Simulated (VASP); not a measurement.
SnS:

```
Sn S
1.0
    11.10224    0.00000    0.00000
     0.00000    3.98561    0.00000
     0.00000    0.00000    4.22986
Sn S
4 4
Direct
  0.11852 0.25000 0.10999
  0.38148 0.75000 0.60999
  0.61852 0.25000 0.39001
  0.88148 0.75000 0.89001
  0.85325 0.25000 0.47437
  0.64675 0.75000 0.97437
  0.35325 0.25000 0.02563
  0.14675 0.75000 0.52563
```

Base run:

* Program: VASP 6.6.1
* Functional: HSE06
* Potentials or basis: VASP PAW PBE potentials, release 64 (Sn_d, S)
* Cutoff: 520 eV
* k mesh: 2 × 4 × 4
* Occupations: gaussian, width 0.03 eV
* Spin: no spin polarisation

Its results: band gap on the k mesh 1.13 eV, indirect (least direct gap 1.72 eV); pressure 1.5 GPa; largest force 0.206 eV/Å.

Problem. The run is repeated on the same cell with these changes: functional from HSE06 to PBEsol; further incar settings from ALGO = Normal; EDIFF = 1e-07; NBANDS = 50 to ALGO = Fast; EDIFF = 1e-07; NBANDS = 50. What comes out?

Solution. Band gap on the k mesh 0.72 eV, indirect (least direct gap 1.25 eV); pressure 0.0 GPa; largest force 0.051 eV/Å.

Caveats: the PAW data sets were made with another functional, which shifts forces and pressure a little; spin-orbit coupling is left out, which moves the levels of the heavy elements.
